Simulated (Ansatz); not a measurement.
Density of states of NbP (I4_1md, a = 3.340 Å, b = 3.340 Å, c = 11.449 Å, α = 90.00°, β = 90.00°, γ = 90.00°), in states per eV and primitive cell, averaged over bins of 0.3 eV. Level of theory: Ansatz 0.2.0, DFT r2SCAN, scalar-relativistic, plane waves, PAW.

Cutoff 500 eV; k points 18×18×18 on the computed 4-atom cell (Γ-centred); Gaussian smearing, width 0.10 eV; no spin polarisation.

The cell is relaxed at this level. The states (both spins) are summed by tetrahedra on a 27×27×27 mesh at the self-consistent density. Energies are bin centres; the table starts no lower than −8 eV and ends at 6 eV, or lower where the solved bands end.

It is a metal at this level.

```csv
E − E_F (eV),total,Nb 4d,P 3p,P 3s,Nb 5s
-6.50,0.72,0.16,0.41,0.02,0.09
-6.20,1.43,0.40,0.80,0.04,0.13
-5.90,1.86,0.60,1.02,0.04,0.13
-5.60,4.01,1.43,2.21,0.06,0.20
-5.30,2.19,0.81,1.18,0.05,0.10
-5.00,1.18,0.42,0.63,0.04,0.05
-4.70,1.76,0.57,1.03,0.06,0.04
-4.40,2.43,0.85,1.38,0.06,0.07
-4.10,2.59,0.94,1.45,0.06,0.07
-3.80,2.92,1.13,1.58,0.06,0.07
-3.50,2.93,1.26,1.51,0.04,0.05
-3.20,3.65,1.49,1.99,0.03,0.06
-2.90,3.95,1.70,2.09,0.02,0.06
-2.60,4.08,1.90,2.01,0.03,0.04
-2.30,2.44,1.30,1.04,0.01,0.03
-2.00,1.59,0.93,0.59,0.01,0.02
-1.70,0.98,0.70,0.22,0.01,0.02
-1.40,2.46,1.88,0.40,0.02,0.06
-1.10,2.98,2.40,0.32,0.03,0.13
-0.80,3.75,3.00,0.42,0.04,0.12
-0.50,2.78,2.17,0.38,0.02,0.05
-0.20,0.65,0.52,0.09,0.00,0.00
0.10,0.39,0.34,0.04,0.00,0.00
0.40,1.65,1.42,0.16,0.01,0.01
0.70,1.55,1.29,0.18,0.01,0.01
1.00,1.74,1.47,0.18,0.02,0.01
1.30,2.23,1.90,0.20,0.02,0.02
1.60,2.37,1.98,0.24,0.03,0.03
1.90,2.09,1.67,0.24,0.06,0.02
2.20,2.40,1.78,0.39,0.10,0.03
2.50,2.43,1.80,0.39,0.10,0.03
2.80,3.58,2.60,0.53,0.18,0.08
3.10,4.35,3.00,0.79,0.24,0.11
3.40,3.74,2.53,0.69,0.25,0.08
3.70,2.59,1.59,0.56,0.26,0.04
4.00,3.31,1.84,0.70,0.46,0.08
4.30,4.16,2.17,0.96,0.54,0.16
4.60,3.04,1.47,0.86,0.27,0.16
4.90,2.88,1.35,1.05,0.15,0.09
5.20,1.78,0.85,0.67,0.07,0.05
5.50,1.33,0.60,0.53,0.03,0.04
5.80,1.83,0.70,0.63,0.03,0.24
```

The columns after the total are the main Löwdin projections on the occupied valence shells of the potentials; 2 others are left out. The rest of the total lies in those, in shells that are empty in the free atom, which aren't projected, and between the atoms.

Whether NbP exists in this form wasn't checked.

Cost: 1 run of about 7 core-minutes, on Intel Xeon Platinum 8488C (Sapphire Rapids) (shared hosts).